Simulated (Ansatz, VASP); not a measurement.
Ga in VASP and in Ansatz

POSCAR

```
Ga
1.0
   -1.6788837747      1.6788837747      1.6788837747
    1.6788837747     -1.6788837747      1.6788837747
    1.6788837747      1.6788837747     -1.6788837747
Ga
1
Direct
    0.0000000000      0.0000000000      0.0000000000
```

File INCAR.step1:

```
ALGO = Normal ; EDIFF = 1E-4
ENCUT = 520 ; GGA = PE
ISMEAR = -1 ; LASPH = T
LCHARG = F ; LREAL = F
LWAVE = T ; NBANDS = 12
NELM = 80 ; PREC = Accurate
SIGMA = 0.1
```

The input INCAR.step2:

```
ALGO = Normal ; EDIFF = 1E-6
ENCUT = 520 ; ISIF = 2
ISMEAR = -1 ; ISTART = 1
LASPH = T ; LCHARG = F
LMIXTAU = T ; LREAL = F
LWAVE = F ; METAGGA = R2SCAN
NBANDS = 12 ; NELM = 80
PREC = Accurate ; SIGMA = 0.1
```

Contents of KPOINTS:

```
k-points
0
Gamma
  15 15 15
```

Input for Ansatz:

```yaml
crystal:
  lattice:
    - [-1.6788837747, 1.6788837747, 1.6788837747]
    - [1.6788837747, -1.6788837747, 1.6788837747]
    - [1.6788837747, 1.6788837747, -1.6788837747]
  atoms:
    - { symbol: Ga, position: [0.0, 0.0, 0.0] }
hamiltonian:
  xc: r2scan
  pseudopotentials:
    kind: paw
    azcp:
      Ga: "pseudopotentials/Ga.paw.azcp"
basis:
  ecutwfc: 500
  fft_grid_basis: typed
kpoints:
  mp_grid: { grid: [15, 15, 15], shift: [0, 0, 0] }
magnetization:
  spin_polarized: false
scf:
  occupations: { method: fermi_dirac, width: 0.1 }
  lower_state_search: "off"
output:
  stress: true
```

Alike in both runs: task single point; functional r2SCAN; k mesh 15 × 15 × 15; occupations fermi-dirac, width 0.1 eV; no spin polarisation.

|  | VASP | Ansatz |
| --- | --- | --- |
| version | VASP 6.6.1 | Ansatz 0.2.0 |
| potentials or method | VASP PAW PBE potentials, release 64 (Ga_d) | plane waves (500 eV) with PAW, scalar-relativistic |
| plane-wave cutoff (eV) | 520 | 500 |
| valence electrons in the cell | 13 | 13 |

Ansatz gave:

```
pressure (GPa) : -2.2
```

**Question.** What did VASP give for the same quantities?

**Answer.** Pressure (GPa): -2.3.

With one functional, cell and mesh, what is left measures potentials, basis and numerics.

Caveats: the PAW data sets were made with another functional, which shifts forces and pressure a little (VASP).
